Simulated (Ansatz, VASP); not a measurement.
C in VASP and in Ansatz

```
C
1.0
     0.00000    1.52809    1.52809
     1.52809    0.00000    1.52809
     1.52809    1.52809    0.00000
C
1
Direct
  0.00000 0.00000 0.00000
```

Alike in both runs: task single point; functional LDA; k mesh 20 × 20 × 20; occupations fermi-dirac, width 0.1 eV; no spin polarisation.

```csv
,VASP,Ansatz
version,VASP 6.6.1,Ansatz 0.2.0
potentials or method,"VASP PAW LDA potentials, release 64 (C)","plane waves (420 eV) with PAW, scalar-relativistic"
plane-wave cutoff (eV),520,420
valence electrons in the cell,4,4
```

Ansatz gave:

```
pressure (GPa) : -6.7
```

Which values does VASP return?

Pressure (GPa): -6.2.

Ansatz warned: «pseudo_functional_mismatch».
